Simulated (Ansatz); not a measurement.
# PtS2: the cost of one run

Program: Ansatz 0.2.0. Level of theory: DFT PBE, scalar-relativistic, plane waves, PAW. These are calculated values, not measurements.

### Step 1. The structure to begin with

It takes space group Pbam (No. 55, orthorhombic). The conventional cell has a = 4.449 Å, b = 8.091 Å, c = 4.198 Å, α = 90.00°, β = 90.00°, γ = 90.00°. Pt (site symmetry 2/m) has 4 S at 2.27 to 2.44 Å as nearest neighbours. Around S (site symmetry m) lie 2 S at 2.25 Å and 2 Pt at 2.27 to 2.44 Å.

Coordinates:

```cif
data_structure
_symmetry_space_group_name_H-M 'P 1'
_symmetry_Int_Tables_number 1
_cell_length_a 4.4489
_cell_length_b 8.0911
_cell_length_c 4.1977
_cell_angle_alpha 90.000
_cell_angle_beta 90.000
_cell_angle_gamma 90.000
_cell_volume 151.10
loop_
_atom_site_label
_atom_site_type_symbol
_atom_site_fract_x
_atom_site_fract_y
_atom_site_fract_z
_atom_site_occupancy
Pt1 Pt 0.50000 0.00000 0.50000 1
Pt2 Pt 0.00000 0.50000 0.50000 1
S1 S 0.35205 0.26915 0.50000 1
S2 S 0.64795 0.73085 0.50000 1
S3 S 0.85205 0.23085 0.50000 1
S4 S 0.14795 0.76915 0.50000 1
```

Recipe of the guess: random cell by space group and Wyckoff sites (Pbam, No. 55). The dimensions are guesses.

### Step 2. The guess as it stands, on a coarse mesh

input.yaml reads:

```yaml
crystal:
  lattice:
    - [4.44887041, 0.0, 0.0]
    - [0.0, 8.09106823, 0.0]
    - [0.0, 0.0, 4.19773802]
  atoms:
    - { symbol: Pt, position: [0.5, 0.0, 0.5] }
    - { symbol: Pt, position: [0.0, 0.5, 0.5] }
    - { symbol: S, position: [0.3520536, 0.26914761, 0.5] }
    - { symbol: S, position: [0.6479464, 0.73085239, 0.5] }
    - { symbol: S, position: [0.8520536, 0.23085239, 0.5] }
    - { symbol: S, position: [0.1479464, 0.76914761, 0.5] }
basis:
  ecutwfc: 420
kpoints:
  mp_grid: { grid: [4, 2, 4] }
hamiltonian:
  xc: pbe
scf:
  occupations: { method: gaussian, width: 0.1 }
  lower_state_search: "off"
output:
  forces: true
  stress: true
  eigenvalues: true
```

Launch:

```
$ ansatz run input.yaml --threads 1 --pin off --max-ram 2560MiB --backend cpu --events-out ev --progress --plain --runs-dir out
```

Q: Estimate wall time and peak memory on 1 thread of Arm Neoverse V2, shared host.

About 5.3 s, with a peak of 0.39 GiB.
